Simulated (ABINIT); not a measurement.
# C (R-3m) in ABINIT: single point with LDA

Aim: the single point of C with LDA.

All numbers are computed with ABINIT 10.8.3 (patched build); they aren't measurements. Logs are shortened: lines on timing, memory, paths and dates and some standing lists are left out, and cuts for length are marked. The log counts tension as positive stress, the text compression.

## (1) The structure

Symmetry: R-3m, No. 166, trigonal system. The conventional cell has a = 2.466 Å, b = 2.466 Å, c = 24.848 Å, α = 90.00°, β = 90.00°, γ = 120.00°. Around C (site symmetry 3m) lie 3 C at 1.42 Å. C (site symmetry 3m) has 3 C at 1.42 Å as nearest neighbours.

This isn't the form of C at room conditions, which is graphite.

## (2) Single point, LDA

File run.abi:

```
# Pseudopotentials
pp_dirpath "./"
pseudos "C.upf"

# Structure
acell 3*1.0
rprim
     2.3303877644     1.3454500032    15.6518741383
    -2.3303877644     1.3454500032    15.6518741383
     0.0000000000    -2.6909000062    15.6518741383
ntypat 1
znucl 6
natom 4
typat 1 1 1 1
xcart
     0.0000000000     0.0000000000     4.0932662292
     0.0000000000     0.0000000001    35.3974987748
     0.0000000000     0.0000000000    11.5581236401
     0.0000000000     0.0000000002    42.8623561856

# Plane-wave basis
ecut 41.0

# k points
kptopt 1
ngkpt 9 9 9
nshiftk 1
shiftk 0.0 0.0 0.0

# Exchange and correlation
ixc 7

# Bands and occupations
nband 12
occopt 3
tsmear 0.00183747

# SCF cycle
nstep 100
tolvrs 1.0e-10

# Output
iomode 3
prtwf 0
prtden 0
prteig 0
prtebands 0
enunit 2
```

Potentials or basis: PseudoDojo NC SR LDA v0.4.1 standard.

Started as:

```console
$ mpirun --bind-to none -np 4 abinit run.abi > log 2>&1
```

run.abo:

```text
.Version 10.8.3 of ABINIT
 Symmetries : space group R-3 m (#166); Bravais hR (rhombohedral)
================================================================================
 Values of the parameters that define the memory need of the present run
     intxc =       0    ionmov =       0      iscf =       7    lmnmax =       4
     lnmax =       4     mgfft =      96  mpssoang =       2    mqgrid =    3001
     natom =       4  nloc_mem =       1    nspden =       1   nspinor =       1
    nsppol =       1      nsym =      12    n1xccc =    2501    ntypat =       1
    occopt =       3   xclevel =       1
       mpw =        3716          nfft =      884736          nkpt =          85
================================================================================
================================================================================

--------------------------------------------------------------------------------
------------- Echo of variables that govern the present computation ------------
--------------------------------------------------------------------------------
 -outvars: echo values of preprocessed input variables --------
            acell      1.0000000000E+00  1.0000000000E+00  1.0000000000E+00 Bohr
              amu      1.20110000E+01
             ecut      4.10000000E+01 Hartree
           enunit           2
                       outvar_i_n : Printing only first  50 k-points.
              ixc           7
                       outvar_i_n : Printing only first  50 k-points.
         kptrlatt        9    0    0      0    9    0      0    0    9
          kptrlen      4.19469798E+01
            natom           4
            nband          12
            ngfft          96      96      96
             nkpt          85
            nstep         100
             nsym          12
           ntypat           1
                       prtocc : prtvol=0, do not print more k-points.
           occopt           3
           prtden           0
        prtebands           0
           prteig           0
            prtwf           0
            rprim      2.3303877644E+00  1.3454500032E+00  1.5651874138E+01
                      -2.3303877644E+00  1.3454500032E+00  1.5651874138E+01
                       0.0000000000E+00 -2.6909000062E+00  1.5651874138E+01
          spgroup         166
           tolvrs      1.00000000E-10
           tsmear      1.83747000E-03 Hartree
            typat      1  1  1  1
                       outvars : Printing only first  50 k-points.
           xangst     -6.5827340913E-18  9.2259389109E-12  2.1660632052E+00
                      -1.4260639409E-16  7.9783911089E-11  1.8731549662E+01
                       2.0883819388E-17  2.6051376787E-11  6.1162956270E+00
                       6.8130909969E-17  9.6609859559E-11  2.2681782084E+01
            xcart     -1.2439564592E-17  1.7434497796E-11  4.0932662292E+00
                      -2.6948702863E-16  1.5076974121E-10  3.5397498775E+01
                       3.9464699105E-17  4.9229967329E-11  1.1558123640E+01
[... 135 lines left out ...]
    1     -0.00000000000000    -0.00000000000000     0.00023937275414
    2      0.00000000000000    -0.00000000000000     0.00010729145397
    3      0.00000000000000     0.00000000000000    -0.00010729145397
    4      0.00000000000000    -0.00000000000000    -0.00023937275414
 frms,max,avg= 1.0709090E-04 2.3937275E-04   0.000E+00  0.000E+00  0.000E+00 h/b

 cartesian forces (eV/Angstrom) at end:
    1     -0.00000000000000    -0.00000000000000     0.01230904192364
    2      0.00000000000000    -0.00000000000000     0.00551714838945
    3      0.00000000000000     0.00000000000000    -0.00551714838945
    4      0.00000000000000    -0.00000000000000    -0.01230904192364
 frms,max,avg= 5.5068357E-03 1.2309042E-02   0.000E+00  0.000E+00  0.000E+00 e/A
 length scales=  1.000000000000  1.000000000000  1.000000000000 bohr
              =  0.529177210544  0.529177210544  0.529177210544 angstroms
 Fermi (or HOMO) energy (hartree) =   0.11029   Average Vxc (hartree)=  -0.34810
 Eigenvalues (hartree) for nkpt=  85  k points:
 kpt#   1, nband= 12, wtk=  0.00137, kpt=  0.0000  0.0000  0.0000 (reduced coord)
  -0.60021   -0.59810   -0.18247   -0.15858   -0.00086   -0.00086   -0.00076   -0.00076
   0.21323    0.34505    0.41677    0.41709
      occupation numbers for kpt#   1
   2.00000    2.00000    2.00000    2.00000    2.00000    2.00000    2.00000    2.00000
   0.00000    0.00000    0.00000    0.00000
 prteigrs : prtvol=0 or 1, do not print more k-points.

 Fermi (or HOMO) energy (eV) =   3.00118   Average Vxc (eV)=  -9.47230
 Eigenvalues (   eV  ) for nkpt=  85  k points:
 kpt#   1, nband= 12, wtk=  0.00137, kpt=  0.0000  0.0000  0.0000 (reduced coord)
 -16.33265  -16.27511   -4.96528   -4.31517   -0.02327   -0.02327   -0.02074   -0.02074
   5.80215    9.38926   11.34096   11.34962
 prteigrs : prtvol=0 or 1, do not print more k-points.

--- !EnergyTerms
iteration_state     : {dtset: 1, }
comment             : Components of total free energy in Hartree
kinetic             :  1.68742790540482E+01
hartree             :  1.08871884610968E+01
xc                  : -8.53522472333174E+00
Ewald energy        : -1.14586071104154E+01
psp_core            :  9.45711570049238E-01
local_psp           : -3.15317590366352E+01
non_local_psp       : -1.30481802046554E+00
internal            : -2.41232298056536E+01
'-kT*entropy'       : -1.01325652180522E-04
total_energy        : -2.41233311313058E+01
total_energy_eV     : -6.56429280953659E+02
band_energy         : -3.56569568936969E+00
...

 Cartesian components of stress tensor (hartree/bohr^3)
  sigma(1 1)=  2.43856438E-04  sigma(3 2)= -1.47190661E-14
  sigma(2 2)=  2.43856438E-04  sigma(3 1)=  0.00000000E+00
  sigma(3 3)=  4.07653897E-05  sigma(2 1)=  0.00000000E+00

-Cartesian components of stress tensor (GPa)         [Pressure= -5.1828E+00 GPa]
- sigma(1 1)=  7.17450411E+00  sigma(3 2)= -4.33049876E-10
- sigma(2 2)=  7.17450411E+00  sigma(3 1)=  0.00000000E+00
- sigma(3 3)=  1.19935917E+00  sigma(2 1)=  0.00000000E+00

== END DATASET(S) ==============================================================
================================================================================

 -outvars: echo values of variables after computation  --------
            acell      1.0000000000E+00  1.0000000000E+00  1.0000000000E+00 Bohr
           etotal     -2.4123331131E+01
            fcart     -3.2340097572E-20 -2.6360644141E-21  2.3937275414E-04
                       7.6093500147E-21 -1.6672597404E-20  1.0729145397E-04
                       1.9495704297E-20  4.3777651716E-20 -1.0729145397E-04
                       5.2350432600E-21 -2.4468989898E-20 -2.3937275414E-04
            rprim      2.3303877644E+00  1.3454500032E+00  1.5651874138E+01
                      -2.3303877644E+00  1.3454500032E+00  1.5651874138E+01
                       0.0000000000E+00 -2.6909000062E+00  1.5651874138E+01
           strten      2.4385643827E-04  2.4385643806E-04  4.0765389727E-05
                      -1.4719066105E-14  0.0000000000E+00  0.0000000000E+00
           xangst     -6.5827340913E-18  9.2259389109E-12  2.1660632052E+00
                      -1.4260639409E-16  7.9783911089E-11  1.8731549662E+01
                       2.0883819388E-17  2.6051376787E-11  6.1162956270E+00
                       6.8130909969E-17  9.6609859559E-11  2.2681782084E+01
             xred      8.7173079999E-02  8.7173079999E-02  8.7173079999E-02
                       7.5385006000E-01  7.5385006000E-01  7.5385006000E-01
                       2.4614994000E-01  2.4614994000E-01  2.4614994000E-01
                       9.1282692000E-01  9.1282692000E-01  9.1282692000E-01
 Calculation completed.
```

Wall time 4.5 min (4 MPI ranks of Arm Neoverse V1, shared host); peak memory 1.2 GiB.

Results:

```yaml
Free_energy: -656.4293 eV
Pressure: -5.2 GPa
Largest_force: 0.012 eV/Å
Band_gap_on_the_k_mesh: 0.19 eV, direct
All_electrons_inside_the_program's_atomic_spheres: C 4.76 (radii [1.0584] Å)
```

Forces in eV/Å, atoms in the order of the input:
```
C    0.000  0.000  0.012
C    0.000  0.000  0.006
C    0.000  0.000 -0.006
C    0.000  0.000 -0.012
```

Levels at points of the mesh, in eV from the valence-band top:
```csv
k point,band 4,band 5,band 6,band 7,band 8,band 9,band 10,band 11,band 12
"(0.00, 0.00, 0.00)",-7.22,-2.93,-2.93,-2.93,-2.93,2.90,6.48,8.44,8.44
```

Caveat: an odd mesh through Γ misses points on the zone boundary, where band edges often lie.
